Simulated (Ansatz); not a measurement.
Geometry optimisation in Ansatz: input, command and trajectory.

```yaml
crystal:
  lattice:
    - [4.0176070682, 0.0, 0.0]
    - [-2.0088035341, 3.4793497834, 0.0]
    - [0.0, 0.0, 5.600714925]
  atoms:
    - { symbol: Al, position: [0.5, 0.0, 0.0] }
    - { symbol: Al, position: [0.5, 0.5, 0.6666666667] }
    - { symbol: Al, position: [0.0, 0.5, 0.3333333333] }
    - { symbol: O, position: [0.1626, 0.3252, 0.0] }
    - { symbol: O, position: [0.8374, 0.1626, 0.6666666667] }
    - { symbol: O, position: [0.6748, 0.8374, 0.3333333333] }
    - { symbol: O, position: [0.8374, 0.6748, 0.0] }
    - { symbol: O, position: [0.1626, 0.8374, 0.6666666667] }
    - { symbol: O, position: [0.3252, 0.1626, 0.3333333333] }
basis:
  ecutwfc: 420
kpoints:
  mp_grid: { grid: [6, 6, 4] }
hamiltonian:
  xc: pbe
scf:
  occupations: { method: gaussian, width: 0.1 }
  lower_state_search: "off"
output:
  forces: true
  stress: true
  eigenvalues: true
relax:
  adjacent_minimum: "off"
  f_tol: 0.04
  max_steps: 70
  cell: { stress_tol: 0.4 }
```

```bash
ansatz run input.yaml --threads 1 --pin off --max-ram 2560MiB --backend cpu --events-out ev --progress --plain --runs-dir out
```

Theory: DFT PBE, scalar-relativistic, plane waves, PAW in Ansatz 0.2.0.

Of 25 frames 10 are shown, positions in Å and forces in eV/Å; the SCF threshold varies from step to step. Steps run on the plane waves of an earlier cell, with a Pulay correction in the pressure. The basis is chosen afresh for the last frame, the zero of the energies, and at times for earlier ones too; energy and pressure step there, also at an unchanged geometry. Here that happened at steps 12 (-216 meV/atom, 20.3 GPa), 19 (-80 meV/atom, 7.4 GPa), 23 (-4 meV/atom, 0.2 GPa); the frames before carry an error of that size.

```xyz
9
Lattice="4.0176 0.0000 0.0000 -2.0088 3.4794 0.0000 0.0000 0.0000 5.6007" Properties=species:S:1:pos:R:3:forces:R:3 pbc="T T T" step=1 free_energy_over_end_meV_per_atom=996.28 pressure_GPa=-10.43
Al    2.0088    0.0000    0.0000    0.0000    0.0000    0.0000
Al    1.0044    1.7397    3.7338    0.0000    0.0000    0.0000
Al   -1.0044    1.7397    1.8669    0.0000    0.0000    0.0000
O     0.0000    1.1315    0.0000    0.0000    1.6108    0.0000
O     3.0377    0.5657    3.7338   -1.3950    0.8054    0.0000
O     1.0289    2.9136    1.8669   -1.3950   -0.8054    0.0000
O     2.0088    2.3479    0.0000    0.0000   -1.6108    0.0000
O    -1.0289    2.9136    3.7338    1.3950   -0.8054    0.0000
O     0.9799    0.5657    1.8669    1.3950    0.8054    0.0000
9
Lattice="4.0340 0.0000 0.0000 -2.0170 3.4935 0.0000 0.0000 0.0000 5.2674" Properties=species:S:1:pos:R:3:forces:R:3 pbc="T T T" step=4 free_energy_over_end_meV_per_atom=898.22 pressure_GPa=1.72
Al    2.0170    0.0000    0.0000    0.0000    0.0000    0.0000
Al    1.0085    1.7468    3.5116    0.0000    0.0000    0.0000
Al   -1.0085    1.7468    1.7558    0.0000    0.0000    0.0000
O     0.0000    1.2795    0.0000    0.0000   -0.1475    0.0000
O     2.9259    0.6397    3.5116    0.1277   -0.0737    0.0000
O     0.9089    2.8538    1.7558    0.1277    0.0737    0.0000
O     2.0170    2.2141    0.0000    0.0000    0.1475    0.0000
O    -0.9089    2.8538    3.5116   -0.1277    0.0737    0.0000
O     1.1081    0.6397    1.7558   -0.1277   -0.0737    0.0000
9
Lattice="4.3144 0.0000 0.0000 -2.1572 3.7363 0.0000 0.0000 0.0000 4.7197" Properties=species:S:1:pos:R:3:forces:R:3 pbc="T T T" step=6 free_energy_over_end_meV_per_atom=836.94 pressure_GPa=5.14
Al    2.1572    0.0000    0.0000    0.0000    0.0000    0.0000
Al    1.0786    1.8682    3.1465    0.0000    0.0000    0.0000
Al   -1.0786    1.8682    1.5732    0.0000    0.0000    0.0000
O     0.0000    1.4120    0.0000    0.0000   -0.1560    0.0000
O     3.0916    0.7060    3.1465    0.1351   -0.0780    0.0000
O     0.9344    3.0304    1.5732    0.1351    0.0780    0.0000
O     2.1572    2.3244    0.0000    0.0000    0.1560    0.0000
O    -0.9344    3.0304    3.1465   -0.1351    0.0780    0.0000
O     1.2228    0.7060    1.5732   -0.1351   -0.0780    0.0000
9
Lattice="4.8138 0.0000 0.0000 -2.4069 4.1689 0.0000 0.0000 0.0000 3.9877" Properties=species:S:1:pos:R:3:forces:R:3 pbc="T T T" step=9 free_energy_over_end_meV_per_atom=734.89 pressure_GPa=3.91
Al    2.4069    0.0000    0.0000    0.0000    0.0000    0.0000
Al    1.2035    2.0845    2.6585    0.0000    0.0000    0.0000
Al   -1.2035    2.0845    1.3292    0.0000    0.0000    0.0000
O     0.0000    1.6411    0.0000    0.0000   -0.0458    0.0000
O     3.3926    0.8205    2.6585    0.0397   -0.0229    0.0000
O     0.9857    3.3484    1.3292    0.0397    0.0229    0.0000
O     2.4069    2.5278    0.0000    0.0000    0.0458    0.0000
O    -0.9857    3.3484    2.6585   -0.0397    0.0229    0.0000
O     1.4212    0.8205    1.3292   -0.0397   -0.0229    0.0000
9
Lattice="5.0034 0.0000 0.0000 -2.5017 4.3331 0.0000 0.0000 0.0000 3.7159" Properties=species:S:1:pos:R:3:forces:R:3 pbc="T T T" step=12 free_energy_over_end_meV_per_atom=505.02 pressure_GPa=20.59
Al    2.5017    0.0000    0.0000    0.0000    0.0000    0.0000
Al    1.2508    2.1665    2.4773    0.0000    0.0000    0.0000
Al   -1.2508    2.1665    1.2386    0.0000    0.0000    0.0000
O     0.0000    1.7227    0.0000    0.0000    0.0066    0.0000
O     3.5115    0.8613    2.4773   -0.0057    0.0033    0.0000
O     1.0098    3.4717    1.2386   -0.0057   -0.0033    0.0000
O     2.5017    2.6104    0.0000    0.0000   -0.0066    0.0000
O    -1.0098    3.4717    2.4773    0.0057   -0.0033    0.0000
O     1.4919    0.8613    1.2386    0.0057    0.0033    0.0000
9
Lattice="5.3945 0.0000 0.0000 -2.6972 4.6718 0.0000 0.0000 0.0000 3.2945" Properties=species:S:1:pos:R:3:forces:R:3 pbc="T T T" step=14 free_energy_over_end_meV_per_atom=250.28 pressure_GPa=16.94
Al    2.6972    0.0000    0.0000    0.0000    0.0000    0.0000
Al    1.3486    2.3359    2.1964    0.0000    0.0000    0.0000
Al   -1.3486    2.3359    1.0982    0.0000    0.0000    0.0000
O     0.0000    1.9002    0.0000    0.0000    0.0530    0.0000
O     3.7489    0.9501    2.1964   -0.0459    0.0265    0.0000
O     1.0516    3.7217    1.0982   -0.0459   -0.0265    0.0000
O     2.6972    2.7716    0.0000    0.0000   -0.0530    0.0000
O    -1.0516    3.7217    2.1964    0.0459   -0.0265    0.0000
O     1.6456    0.9501    1.0982    0.0459    0.0265    0.0000
9
Lattice="5.8680 0.0000 0.0000 -2.9340 5.0818 0.0000 0.0000 0.0000 2.9630" Properties=species:S:1:pos:R:3:forces:R:3 pbc="T T T" step=17 free_energy_over_end_meV_per_atom=105.10 pressure_GPa=-1.53
Al    2.9340    0.0000    0.0000    0.0000    0.0000    0.0000
Al    1.4670    2.5409    1.9753    0.0000    0.0000    0.0000
Al   -1.4670    2.5409    0.9877    0.0000    0.0000    0.0000
O     0.0000    2.1324    0.0000    0.0000    0.0221    0.0000
O     4.0213    1.0662    1.9753   -0.0191    0.0110    0.0000
O     1.0873    4.0156    0.9877   -0.0191   -0.0110    0.0000
O     2.9340    2.9494    0.0000    0.0000   -0.0221    0.0000
O    -1.0873    4.0156    1.9753    0.0191   -0.0110    0.0000
O     1.8467    1.0662    0.9877    0.0191    0.0110    0.0000
9
Lattice="6.0025 0.0000 0.0000 -3.0013 5.1983 0.0000 0.0000 0.0000 2.8943" Properties=species:S:1:pos:R:3:forces:R:3 pbc="T T T" step=20 free_energy_over_end_meV_per_atom=4.28 pressure_GPa=1.97
Al    3.0013    0.0000    0.0000    0.0000    0.0000    0.0000
Al    1.5006    2.5992    1.9295    0.0000    0.0000    0.0000
Al   -1.5006    2.5992    0.9648    0.0000    0.0000    0.0000
O     0.0000    2.2004    0.0000    0.0000    0.0110    0.0000
O     4.0969    1.1002    1.9295   -0.0095    0.0055    0.0000
O     1.0956    4.0981    0.9648   -0.0095   -0.0055    0.0000
O     3.0013    2.9979    0.0000    0.0000   -0.0110    0.0000
O    -1.0956    4.0981    1.9295    0.0095   -0.0055    0.0000
O     1.9056    1.1002    0.9648    0.0095    0.0055    0.0000
9
Lattice="6.0503 0.0000 0.0000 -3.0251 5.2397 0.0000 0.0000 0.0000 2.8821" Properties=species:S:1:pos:R:3:forces:R:3 pbc="T T T" step=22 free_energy_over_end_meV_per_atom=3.68 pressure_GPa=0.00
Al    3.0251    0.0000    0.0000    0.0000    0.0000    0.0000
Al    1.5126    2.6199    1.9214    0.0000    0.0000    0.0000
Al   -1.5126    2.6199    0.9607    0.0000    0.0000    0.0000
O     0.0000    2.2256    0.0000    0.0000   -0.0005    0.0000
O     4.1228    1.1128    1.9214    0.0005   -0.0003    0.0000
O     1.0977    4.1269    0.9607    0.0005    0.0003    0.0000
O     3.0251    3.0141    0.0000    0.0000    0.0005    0.0000
O    -1.0977    4.1269    1.9214   -0.0005    0.0003    0.0000
O     1.9275    1.1128    0.9607   -0.0005   -0.0003    0.0000
9
Lattice="6.0606 0.0000 0.0000 -3.0303 5.2486 0.0000 0.0000 0.0000 2.8755" Properties=species:S:1:pos:R:3:forces:R:3 pbc="T T T" step=25 free_energy_over_end_meV_per_atom=0.00 pressure_GPa=0.06
Al    3.0303    0.0000    0.0000    0.0000    0.0000    0.0000
Al    1.5151    2.6243    1.9170    0.0000    0.0000    0.0000
Al   -1.5151    2.6243    0.9585    0.0000    0.0000    0.0000
O     0.0000    2.2306    0.0000    0.0000   -0.0011    0.0000
O     4.1288    1.1153    1.9170    0.0009   -0.0005    0.0000
O     1.0985    4.1333    0.9585    0.0009    0.0005    0.0000
O     3.0303    3.0180    0.0000    0.0000    0.0011    0.0000
O    -1.0985    4.1333    1.9170   -0.0009    0.0005    0.0000
O     1.9318    1.1153    0.9585   -0.0009   -0.0005    0.0000
```

The start puts this composition into another compound's structure type, which needn't suit it. At the end the space group is P6_422 (tolerance 0.05 Å).

It took 63 s on 1 thread of Intel(R) Xeon(R) 6975P-C (Granite Rapids), on a shared host, peak memory 0.39 GiB.

The k mesh is coarse. The cell has an odd number of electrons and was run without spin polarisation, which forces a half-filled band: energy, forces and stress belong to that artificial state.